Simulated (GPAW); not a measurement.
Wanted: an ASE script for a GPAW 26.7.0 run.

* Task: relaxation of cell and atoms
* Functional: PBEsol
* Dispersion: D3
* Potentials or basis: PAW data sets generated in the run's folder for this functional
* Cutoff: 600 eV
* Basis: pw
* k mesh: 8 × 8 × 4
* Occupations: fermi-dirac, width 0.05 eV
* Spin: no spin polarisation
* Maxiter: 150
* Optimizer: BFGS
* Fmax: 0.02 eV/Å
* Max steps: 60
* Convergence: density=1e-05 forces=0.0001

The system is Au.

```
CELL_PARAMETERS angstrom
1.41131 -2.55593 0.00000
1.41131 2.55593 0.00000
0.00000 0.00000 4.89317
ATOMIC_POSITIONS crystal
Au 0.33467 0.66533 0.25000
Au 0.66533 0.33467 0.75000
```

This isn't the form of Au at room conditions, which is fcc.

The input as run:

run.py

```python
from ase import Atoms
from ase.calculators.mixing import SumCalculator
from ase.filters import FrechetCellFilter
from ase.io import write
from ase.optimize import BFGS
from dftd3.ase import DFTD3
from gpaw import GPAW, PW, setup_paths

setup_paths.insert(0, '.')

atoms = Atoms(['Au', 'Au'],
              cell=[[1.411309965, -2.555933025, 0.0],
                    [1.411309965, 2.555933025, 0.0],
                    [0.0, 0.0, 4.89316961]],
              scaled_positions=[[0.33467203, 0.66532797, 0.25],
                                [0.66532797, 0.33467203, 0.75]],
              pbc=True)

calc = GPAW(mode=PW(600),
            xc='PBEsol',
            kpts={'size': (8, 8, 4), 'gamma': True},
            occupations={'name': 'fermi-dirac', 'width': 0.05},
            nbands=23,
            convergence={'density': 1e-05, 'forces': 0.0001},
            maxiter=150,
            txt='gpaw.txt')
atoms.calc = SumCalculator([calc, DFTD3(method='pbesol', damping='d3zero')])
opt = BFGS(FrechetCellFilter(atoms), trajectory='relax.traj', logfile='-')
done = opt.run(fmax=0.02, steps=60)
calc.write('gs.gpw')
write('result.traj', atoms)
print('Converged:', done)
print('Cell:', atoms.cell.cellpar().round(4))
print('Volume:', round(atoms.get_volume(), 4))
print(atoms.get_scaled_positions().round(5))
```

Potentials or basis: PAW data sets generated in the run's folder for this functional, pw.

Command:

```sh
$ gpaw-setup -f PBEsol Au
$ OMP_NUM_THREADS=1 python run.py
```

Results of the run:

The relaxed volume is 16.88 Å³/atom, the relaxed cell is a = 2.948 Å, b = 2.948 Å, c = 4.690 Å, α = 90.00°, β = 90.00°, γ = 124.05° and the space group after relaxing (to 0.05 Å) is Cmcm (No. 63). The energy gained by relaxing is 26.1 meV/atom, the ionic steps are 13 and the pressure after relaxing is 0.0 GPa. The band gap on the k mesh is none (metal or under the smearing width). The dispersion energy per atom is -0.559 eV.

Caveat: with this Au data set, volumes or pressures lay over 1.5 % or 2 GPa off other programs in two to four cells of ten; later steps reuse the first step's grids; pairwise dispersion overbinds metals, which lowers pressure and volume.

It took 4.1 min on 1 thread of Intel(R) Xeon(R) 6975P-C (Granite Rapids) (shared host), peak memory 0.34 GiB.
